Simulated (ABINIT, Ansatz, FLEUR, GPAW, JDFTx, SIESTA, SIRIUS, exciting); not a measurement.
# Rh: 8 runs at one level of theory

```xyz
1
Lattice="-0.0393 1.8831 1.9625 1.9019 0.0328 1.8903 1.9247 1.8337 0.0101" Properties=species:S:1:pos:R:3 pbc="T T T"
Rh   -0.0047   -0.0016    0.0159
```

The given cell was strained at random by a few per cent at fixed volume.

Alike in all runs: task single point; functional PBEsol; k mesh 12 × 12 × 12; occupations fermi-dirac, width 0.05 eV; no spin polarisation; no spin-orbit coupling. Pressure is positive in compression and, in plane waves, holds the error of the finite cutoff.

```
                                                                                      program and potentials  plane-wave cutoff (eV)                                                  notes  band gap (eV)  pressure (GPa)  energy over the undisturbed cell (meV/atom)
                                                                                  FLEUR, all-electron, FLAPW                       -                                                      -         no gap               -                                        43.13
SIESTA, files PseudoDojo sr-pbesol-0.4.1-standard, DZP (energy shift 0.003 Ry; two zetas on semicore shells)                       -  atomic basis; 17 valence electrons an atom on average         no gap            1.99                                        43.84
                                              SIRIUS, PseudoDojo 0.4.1 PBEsol standard (scalar relativistic)                    1202                17 valence electrons an atom on average         no gap           -2.11                                            -
                                              JDFTx, PseudoDojo-SR-PBEsol-0.4.1-standard with smoothed tails                    1197                17 valence electrons an atom on average         no gap           -2.13                                        43.09
                                                              Ansatz, all-electron LAPW, scalar-relativistic                       -                                                      -         no gap           -2.47                                            -
                                                           GPAW, PAW data sets generated for this functional                     600                15 valence electrons an atom on average         no gap           -0.13                                        42.86
                             exciting, all-electron LAPW+lo, shipped species files, valence relativity iora*                       -                                                      -         no gap               -                                        43.76
                                                             ABINIT, PseudoDojo NC SR PBEsol v0.4.1 standard                    1197                17 valence electrons an atom on average         no gap           -2.13                                            -
```

None finds a gap. The pressure spans -2.47 (Ansatz, all-electron LAPW, scalar-relativistic) to 1.99 GPa (SIESTA, files PseudoDojo sr-pbesol-0.4.1-standard, DZP (energy shift 0.003 Ry; two zetas on semicore shells)), with all-electron results at -2.47. Rows in atomic bases carry the error of their basis and grid, which can be large.

The functional is the same throughout but for its coding, so the spread measures potentials, basis and numerics; runs on potential files found faulty are left out.

The distorted rhodium cell stays metallic and lies about 43 meV/atom above the undisturbed one. With one atom and an odd number of electrons in the cell, a non-spin-polarised band description must leave a band partly filled, so strain cannot open a gap. As the volume is fixed, the energy cost reflects resistance to shear rather than to compression. It is large for so small a distortion because the partly filled 4d band gives strong, angle-dependent bonding, the origin of rhodium's stiffness.

The codes agree much better on this energy than on the pressure, probably because basis errors largely cancel between two cells of equal volume but not in a volume derivative. The plane-wave runs with PseudoDojo potentials and the Ansatz result all indicate slight tension. SIESTA's opposite sign, obtained with potentials of the same family, therefore points to its basis or grid rather than to compression of the metal. A single random strain mixes several shear components, so individual elastic constants cannot be extracted from it.
